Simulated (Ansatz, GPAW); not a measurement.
# Geometry or basis: what sets the conductance of ethane-1,2-dithiol between two Al chains, part 3 of 3

How well does ethane-1,2-dithiol between two Al chains conduct once its atoms have relaxed, and how much do cheaper levels lose?

GPAW 26.7.0 and Ansatz 0.2.0; Ansatz plane waves; relaxation of the junction with the lead ends held; PAW set soft_1 (the session's first sound run).

So far, transmission at the Fermi level (one spin): step 3 (plane waves, PBE) 0.00330; step 5 (single-zeta polarised basis, PBE, GPAW) 0.00296; step 6 (minimal basis, PBE, GPAW) 0.00356; step 7 (RPBE in the dzp basis: xc = "RPBE") 0.00200; step 8 (the structure as built: geometry = "as built", PBE, GPAW) 0.0915.

**11. Smearing 0.2, basis sz(dzp), grid spacing 0.22: width = 0.2, basis = "sz(dzp)" and h = 0.22**

Smearing helps the SCF of a metal converge, but it blurs occupations at band edges near the Fermi level. A smaller basis is cheaper in every inversion. The real-space grid carries density and potential; a coarse one breaks translation symmetry along the lead and scatters electrons that should pass.

This step: GPAW LCAO, PAW setups; Landauer transmission from Green's functions with principal layers (ASE), zero bias (GPAW 26.7.0).

The input, run.py:

```python
import json
import numpy as np
from ase import Atoms
from ase.transport.calculators import TransportCalculator
from gpaw import GPAW, FermiDirac
from gpaw.lcao.tools import get_lcao_hamiltonian
from scipy.linalg import eigh

# The junction with lead layers at both ends, along the third cell vector
device = Atoms(
    ['Al', 'Al', 'Al', 'Al', 'Al', 'Al', 'Al', 'S', 'H', 'H', 'C', 'C', 'H', 'H', 'S', 'Al', 'Al', 'Al', 'Al', 'Al', 'Al', 'Al'],
    positions=[
        [4.67945, 4.50000, 1.20000],
        [4.67945, 4.50000, 3.60000],
        [4.67945, 4.50000, 6.00000],
        [4.67945, 4.50000, 8.40000],
        [4.67945, 4.50000, 10.80000],
        [4.53376, 3.02901, 12.88260],
        [4.58457, 4.28898, 15.16232],
        [4.28860, 3.36759, 17.16847],
        [6.08422, 3.99014, 19.44140],
        [4.82440, 5.62294, 17.99687],
        [4.32410, 4.74086, 18.41685],
        [5.04605, 4.25904, 19.67183],
        [4.54573, 3.37673, 20.09150],
        [3.28572, 5.00926, 18.64675],
        [5.08299, 5.63163, 20.92012],
        [4.77872, 4.71239, 22.92598],
        [4.83070, 5.96917, 25.20722],
        [4.67945, 4.50000, 27.29057],
        [4.67945, 4.50000, 29.69057],
        [4.67945, 4.50000, 32.09057],
        [4.67945, 4.50000, 34.49057],
        [4.67945, 4.50000, 36.89057]],
    cell=[[9.3589, 0.0, 0.0], [0.0, 9.0, 0.0], [0.0, 0.0, 38.09057]],
    pbc=True)

# One principal layer of the lead: the first 4 atoms of the device
lead = Atoms(
    ['Al', 'Al', 'Al', 'Al'],
    positions=[
        [4.67945, 4.50000, 1.20000],
        [4.67945, 4.50000, 3.60000],
        [4.67945, 4.50000, 6.00000],
        [4.67945, 4.50000, 8.40000]],
    cell=[[9.3589, 0.0, 0.0], [0.0, 9.0, 0.0], [0.0, 0.0, 9.6]],
    pbc=True)

settings = dict(mode='lcao', basis='sz(dzp)', xc='PBE', h=0.22,
                occupations=FermiDirac(0.2), maxiter=250,
                mixer=dict(beta=0.1, nmaxold=8, weight=100.0),
                convergence=dict(density=0.0001))
energies = np.arange(-2, 2 + 1e-9, 0.025)
eta = 0.0001
n1, n2 = 1, 1
# k and -k transmit alike, so half of the mesh across the current serves
mesh = [(i, j) for i in range(n1) for j in range(n2) if (i, j) <= (-i % n1, -j % n2)]
weights = np.array([1 if (i, j) == (-i % n1, -j % n2) else 2 for i, j in mesh]) / (n1 * n2)

# [... helper functions left out ...]
fermi_lead = ground_state(lead, (1, 1, 12), 'lead.txt')
fermi_device = ground_state(device, (1, 1, 2), 'device.txt')
# [... loop over the mesh left out, but for ...]
        # Shift the lead onto the potential of the device's first layer
        shift = ((H[:, 0, 0] - H0[:, 0, 0]) / S0[0, 0]).real.mean()
# [...]
kT = 8.617333e-5 * 300
bias = [0.1, 0.2, 0.5, 1.0, 1.5, 2.0]
# [... integrals and printing left out ...]
```

Started as:

```
$ OMP_NUM_THREADS=1 OPENBLAS_NUM_THREADS=1 python run.py
```

Wall time 43 s (1 thread of Intel Xeon Platinum 8488C (Sapphire Rapids), shared host); peak memory 0.94 GiB.

This step gave:

| Property | Result |
| --- | --- |
| conductance | 0.002890 G₀ |
| thermopower | -23.99 μV/K |
| largest coupling past the next principal layer | 1.23e-15 eV |
| largest misfit of the first principal layer | 0.07068 eV |
| shift that aligns the lead | 0.02549 eV |
| basis functions of the junction | 76 |
| basis functions of a principal layer | 16 |
| transmission at the Fermi level (one spin) | 0.002889 |

One spin. The transmission, zone mean by energy, zero at the Fermi level:

```
energy (eV)  transmission, zone mean
     -2.000                  0.00416
     -1.800                   0.0762
     -1.750                    0.416
     -1.600                  5.4e-11
     -1.400                        0
     -1.200                        0
     -1.000                        0
     -0.800                  5.9e-11
     -0.600                        0
     -0.400                   3.3e-4
     -0.200                  0.00122
      0.000                  0.00289
      0.200                  0.00476
      0.400                  0.00700
      0.600                   0.0103
      0.800                   0.0170
      1.000                   0.0214
      1.200                   0.0252
      1.400                   0.0278
      1.600                   0.0298
      1.800                   0.0367
      2.000                   0.0568
```

Crossings of the lead's bands, unfolded to its shortest repeat. Open channels, zone mean against energy, zero at the Fermi level:

```
energy (eV)  open channels, zone mean
     -2.000                         1
     -1.800                         1
     -1.600                         0
     -1.400                         0
     -1.200                         0
     -1.000                         0
     -0.800                         0
     -0.600                         0
     -0.400                         2
     -0.200                         2
      0.000                         2
      0.200                         2
      0.400                         2
      0.600                         2
      0.800                         3
      1.000                         3
      1.200                         3
      1.400                         3
      1.600                         3
      1.800                         3
      2.000                         3
```

Not self-consistent under bias; the bias window is split evenly. Current through one cell, from the zero-bias transmission against bias:

```
bias (V)  current through one cell, from the zero-bias transmission (μA)
   0.100                                                          0.0224
   0.200                                                          0.0449
   0.500                                                           0.114
   1.000                                                           0.254
   1.500                                                           0.484
   2.000                                                           0.845
```

The transmission of the three most open eigenchannels by energy, zero at the Fermi level:

```
energy (eV)  channel 1  channel 2  channel 3
     -2.000    0.00416          0          0
     -1.900     0.0171          0          0
     -1.800     0.0762          0          0
     -1.700     3.2e-8          0          0
     -1.600    5.4e-11          0          0
     -1.500    2.1e-12          0          0
     -1.400          0          0          0
     -1.300          0          0          0
     -1.200          0          0          0
     -1.100          0          0          0
     -1.000          0          0          0
     -0.900    1.5e-12          0          0
     -0.800    5.9e-11          0          0
     -0.700    1.8e-10          0          0
     -0.600          0          0          0
     -0.500    1.6e-12          0          0
     -0.400     3.3e-4     6.1e-7    3.3e-12
     -0.300     7.5e-4     2.1e-6    2.6e-12
     -0.200    0.00122     5.5e-6    2.3e-12
     -0.100    0.00195     9.5e-6    2.5e-12
      0.000    0.00288     1.0e-5    3.8e-12
      0.100    0.00384     6.9e-6    1.0e-11
      0.200    0.00476     7.8e-7    2.0e-10
      0.300    0.00575     7.9e-6    5.2e-11
      0.400    0.00691     9.0e-5    1.6e-11
      0.500    0.00810     4.1e-4    2.0e-11
      0.600    0.00884    0.00150    3.0e-10
      0.700    0.00802    0.00630     1.1e-4
      0.800    0.00933    0.00752     1.7e-4
      0.900     0.0119    0.00713     2.0e-4
      1.000     0.0143    0.00683     2.4e-4
      1.100     0.0165    0.00661     2.7e-4
      1.200     0.0185    0.00641     3.0e-4
      1.300     0.0202    0.00617     3.2e-4
      1.400     0.0216    0.00579     3.4e-4
      1.500     0.0230    0.00525     3.3e-4
      1.600     0.0249    0.00459     3.1e-4
      1.700     0.0279    0.00398     2.6e-4
      1.800     0.0330    0.00353     1.9e-4
      1.900     0.0411    0.00329     1.2e-4
      2.000     0.0535    0.00323     7.2e-5
```

The conductance, 0.00289 G₀, lies 29 % above that of the dzp run.

**12. Outcome**

```yaml
conductance: 0.00224 G₀
transmission_at_the_fermi_level_mean_of_the_spins: 0.00225
thermopower: -26.0 μV/K
open_channels_of_the_lead_there: 2
```

In words: In the dzp basis the junction conducts 0.00224 G₀ at 300 K, with T = 0.00225 a spin at the Fermi level; no smaller basis tried comes within 10 % of that conductance. Relaxation moved atoms by up to 1.5 Å and took the conductance from 0.0900 to 0.00224 G₀, as a ratio a larger change than the step from dzp to the minimal basis. Plane waves (PBE) give T = 0.00330 there. The junction is in the tunnelling regime at the Fermi level. The negative thermopower says that the thermally weighted transmission is larger above the Fermi level, as for electron-like transport. Measured against the first run (pw-pbe), the nearest curve is that of dzp (r.m.s. 0.0087) and the farthest that of asbuilt (0.037). Over the compared runs wall time goes from 56 s (pw-pbe) to 132 s (dzp-RPBE), on a shared host; the plane-wave run used 4 threads and the orbital runs 1. Moves of this size go well beyond a change of bond lengths: the free chain atoms or the scatterer took up a new arrangement, and the name in the title describes the start. The leads kept an estimated spacing and the cell its length, so the junction may be under some tension or compression. Semilocal functionals put molecular levels too near the Fermi level, so such conductances usually come out too high, and chain electrodes have a sharper density of states than real ones. Energies count from the junction cell's Fermi level; in the run with T = 0.00225 there, the aligned lead's own level lies at 0.017 eV, where T interpolates to 0.00239; the finite cell leaves the answer open by at least that much. An evenly spaced straight chain is an idealisation: free chains tend to dimerise, zigzag or, where a band edge lies near the Fermi level, turn magnetic. The currents use the zero-bias T(E) throughout, which holds only while the bias is small against the distance to the nearest feature.

[Logs are printed without paths, hosts, clocks, repeated set-up lines and the standing remarks that a program may print on its own settings, such as how far it seeks lower states.]

[Hosts, paths, dates, database ids (printed as entryN), source tags and the programs' standing remarks are cut or masked in the printed files.]
